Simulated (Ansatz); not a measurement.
# ZnAu: how the settings move a single-point run

Question: which choices in the input matter for ZnAu?

Computed with Ansatz 0.2.0 (reference: DFT, LDA, all-electron LAPW, scalar-relativistic, unless a step's input says otherwise).

## 1. The system as given

Symmetry: Pm-3m, No. 221, cubic system. Conventional cell: a = 3.147 Å, b = 3.147 Å, c = 3.147 Å, α = 90.00°, β = 90.00°, γ = 90.00°. Around Zn (site symmetry m-3m) lie 8 Au at 2.73 Å. Around Au (site symmetry m-3m) lie 8 Zn at 2.73 Å.

Structure file:

```xyz
2
Lattice="3.1470 0.0000 0.0000 0.0000 3.1470 0.0000 0.0000 0.0000 3.1470" Properties=species:S:1:pos:R:3 pbc="T T T"
Zn    1.5735    1.5735    1.5735
Au    0.0000    0.0000    0.0000
```

## 2. Baseline

File input.yaml:

```yaml
crystal:
  lattice:
    - [3.147, 0.0, 0.0]
    - [0.0, 3.147, 0.0]
    - [0.0, 0.0, 3.147]
  atoms:
    - { symbol: Zn, position: [0.5, 0.5, 0.5] }
    - { symbol: Au, position: [0.0, 0.0, 0.0] }
kpoints:
  mp_grid: { grid: [13, 13, 13] }
  band_path:
    path:
      - [0.0, 0.0, 0.0]
      - [0.0, 0.5, 0.0]
      - [0.5, 0.5, 0.0]
      - [0.0, 0.0, 0.0]
      - [0.5, 0.5, 0.5]
      - [0.0, 0.5, 0.0]
      - [0.5, 0.5, 0.5]
      - [0.5, 0.5, 0.0]
    npoints: 5
scf:
  occupations: { method: fermi_dirac, width: 0.05 }
hamiltonian:
  xc: lda
  pseudopotentials: { kind: all_electron, lapw: { basis_error: 0.0005 } }
output:
  forces: true
  stress: true
  eigenvalues: true
```

Command:

```bash
$ ansatz run input.yaml --threads 1 --pin off --max-ram 2048MiB --backend cpu --events-out ev --progress --plain --runs-dir out
```

## 3. Variant: mp_grid.shift [0.5, 0.5, 0.5], occupations.method tetrahedron, width left out

Changes to input.yaml since step 2:

```diff
@@ -9,3 +9,3 @@
 kpoints:
-  mp_grid: { grid: [13, 13, 13] }
+  mp_grid: { grid: [13, 13, 13], shift: [0.5, 0.5, 0.5] }
   band_path:
@@ -22,3 +22,3 @@
 scf:
-  occupations: { method: fermi_dirac, width: 0.05 }
+  occupations: { method: tetrahedron }
 hamiltonian:
```

Before running it: what results should come out? Wanted: for each run, ending; energy change; pressure; gap; force.

The runs gave:

| run | ending | energy change | pressure (GPa) | gap (eV) | force (eV/Å) | cycles | time |
| --- | --- | --- | --- | --- | --- | --- | --- |
| reference | converged | 0 | -6.8 | 0.00 | 0.00 | 10 | 46 s |
| 1: mp_grid.shift [0.5, 0.5, 0.5], occupations.method tetrahedron, width left out | converged | -1.4 meV/atom (σ→0) | -6.9 | 0.00 | 0.00 | 10 | 43 s |

Residual by cycle in the longest SCF loop of each run; runs are numbered as in the table. The quantity is the density residual dr2, in eV.

```csv
cycle,reference,run 1
1,0.169,0.169
2,0.0353,0.0366
3,0.0212,0.0217
4,0.00586,0.00594
5,0.00388,0.004
6,9.6e-4,9.8e-4
7,2.6e-5,2.7e-5
8,2.2e-6,2.5e-6
9,2.8e-7,3.1e-7
10,3.0e-8,3.2e-8
```

**Reading.** Changing the k-point mesh and smearing moves the energy by -1.4 meV/atom (σ→0 values). More than one kind of setting changed, and this run alone doesn't tell their shares apart.
